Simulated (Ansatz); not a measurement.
The system is Si2Mo.

```
Mo Si
1.0
     4.58547    0.00000    0.00000
    -2.29274    3.97113    0.00000
     0.00000    0.00000    6.57976
Mo Si
3 6
Direct
  0.50000 0.50000 0.83333
  0.00000 0.50000 0.16667
  0.50000 0.00000 0.50000
  0.16387 0.32775 0.50000
  0.67225 0.83613 0.16667
  0.83613 0.16387 0.83333
  0.83613 0.67225 0.50000
  0.32775 0.16387 0.16667
  0.16387 0.83613 0.83333
```

Measurements of this composition are mostly on another form, of space group No. 139.

- Program: Ansatz 0.2.0
- Task: relaxation of cell and atoms
- Functional: BLYP
- Potentials or basis: Ansatz PAW
- Cutoff: 420 eV (not typed: the program's choice for these potentials)
- k mesh: 5 × 5 × 3
- Occupations: fermi-dirac, width 0.05 eV
- Spin: no spin polarisation

At the start: volume 13.31 Å³/atom.

**Question.** How do energy, volume and symmetry change on relaxing?

**Answer.** It ends after 6 steps and the volume is 14.19 Å³/atom (+6.6 %); space group P6_222 (No. 180, to 0.05 Å).

The path:
```csv
step,energy change (eV),largest force (eV/Å),volume (Å³)
1,0.0000,0.0017,119.81
2,-0.2825,0.0969,128.87
3,-0.2915,0.0259,127.80
4,-0.2919,0.0009,127.69
5,-0.2919,0.0001,127.69
6,-0.2949,0.0002,127.69
```

Final structure:
```yaml
crystal:
  lattice:
    - [4.70135, 0.00000, 0.00000]
    - [-2.35068, 4.07149, 0.00000]
    - [0.00000, 0.00000, 6.67063]
  atoms:
    - { symbol: Mo, position: [0.50000, 0.50000, 0.83333] }
    - { symbol: Mo, position: [0.00000, 0.50000, 0.16667] }
    - { symbol: Mo, position: [0.50000, 0.00000, 0.50000] }
    - { symbol: Si, position: [0.16403, 0.32805, 0.50000] }
    - { symbol: Si, position: [0.67195, 0.83597, 0.16667] }
    - { symbol: Si, position: [0.83597, 0.16403, 0.83333] }
    - { symbol: Si, position: [0.83597, 0.67195, 0.50000] }
    - { symbol: Si, position: [0.32805, 0.16403, 0.16667] }
    - { symbol: Si, position: [0.16403, 0.83597, 0.83333] }
```

Caveat: the plane-wave basis is chosen anew once the cell has moved, so the energies of steps on either side of that aren't comparable; the PAW data sets come from PBE, with cores solved anew for the run's functional, which leaves a small shift of forces and pressure.
